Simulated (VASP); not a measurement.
A calculation with VASP 6.6.1 of Mg (ASE script, structure from a CIF):

The input run.py:

```python
from ase.calculators.vasp import Vasp
from ase.dft.bandgap import bandgap
from ase.io import read

atoms = read('Mg.cif', primitive_cell=True, subtrans_included=False)
calc = Vasp(
    directory='calc',
    xc='rpbe',
    pp='PBE',
    setups={'base': 'minimal', 'Mg': '_GW'},
    prec='Accurate',
    encut=550,
    ediff=1e-07,
    ismear=0,
    sigma=0.02,
    lreal=False,
    lasph=True,
    nelm=80,
    algo='Normal',
    isif=2,
    lwave=False,
    lcharg=False,
    kpts=[10, 10, 5],
    gamma=True,
)
atoms.calc = calc

print('energy (eV):', atoms.get_potential_energy())
print('free energy (eV):', atoms.get_potential_energy(force_consistent=True))
print('forces (eV/A):')
print(atoms.get_forces())
print('stress (eV/A^3, Voigt):', atoms.get_stress())
print('Fermi level (eV):', calc.get_fermi_level())
gap, top, bottom = bandgap(calc)
print('band gap (eV):', gap, 'from (spin, k, band)', top, 'to', bottom)
```

The input Mg.cif:

```cif
data_Mg
_cell_length_a 3.20930000
_cell_length_b 3.20930000
_cell_length_c 5.21030000
_cell_angle_alpha 90.00000000
_cell_angle_beta 90.00000000
_cell_angle_gamma 120.00000000
_space_group_name_H-M_alt 'P6_3/mmc'
_space_group_name_Hall '-P 6c 2c'
_space_group_IT_number 194
loop_
_space_group_symop_operation_xyz
'x,y,z'
'-x,-y,-z'
'x-y,x,z+1/2'
'-x+y,-x,-z+1/2'
'-y,x-y,z'
'y,-x+y,-z'
'-x,-y,z+1/2'
'x,y,-z+1/2'
'-x+y,-x,z'
'x-y,x,-z'
'y,-x+y,z+1/2'
'-y,x-y,-z+1/2'
'-y,-x,-z+1/2'
'y,x,z+1/2'
'-x,-x+y,-z'
'x,x-y,z'
'-x+y,y,-z+1/2'
'x-y,-y,z+1/2'
'y,x,-z'
'-y,-x,z'
'x,x-y,-z+1/2'
'-x,-x+y,z+1/2'
'x-y,-y,-z'
'-x+y,y,z'
loop_
_atom_site_label
_atom_site_type_symbol
_atom_site_symmetry_multiplicity
_atom_site_Wyckoff_symbol
_atom_site_fract_x
_atom_site_fract_y
_atom_site_fract_z
_atom_site_occupancy
Mg1 Mg 2 c 0.6666666667 0.3333333333 0.7500000000 1
```

Potentials or basis: VASP PAW PBE potentials, release 64 (Mg_GW).

The run is started by

```console
$ python run.py
```

Q: Write the same calculation in another form: native input, structure from a POSCAR.

A: As run:

File INCAR:

```
SYSTEM = Mg
  ALGO = Fast
  EDIFF = 1E-6
  ENCUT = 550
  GGA = RP
  ISIF = 2
  ISMEAR = 0
  LASPH = .True.
  LCHARG = .False.
  LREAL = .False.
  LWAVE = .False.
  NBANDS = 9
  NELM = 80
  PREC = Accurate
  SIGMA = 0.02
```

Contents of KPOINTS:

```
k-points
0
Gamma
  10 10 5
  0 0 0
```

File POSCAR:

```
Mg
1.0
    3.2093000000      0.0000000000      0.0000000000
   -1.6046500000      2.7793353284      0.0000000000
    0.0000000000      0.0000000000      5.2103000000
Mg
2
Cartesian
    1.6046500002      0.9264451094      3.9077250000
   -0.0000000002      1.8528902190      1.3025750000
```

Potentials or basis: VASP PAW PBE potentials, release 64 (Mg_GW).

The run is started by

```console
$ cat potpaw_PBE.64/Mg_GW/POTCAR > POTCAR
$ mpirun -np 1 vasp_std > vasp.out
```

Both were run:

|  | ASE script, structure from a CIF | native input, structure from a POSCAR |
| --- | --- | --- |
| Pressure | 0.5 GPa | 0.5 GPa |
| Band gap on the k mesh | none (metal or under the smearing width) | none (metal or under the smearing width) |

Keys that steer only the numerical path or the files written may differ.

Caveat: the PAW data sets were made with another functional, which shifts forces and pressure a little.
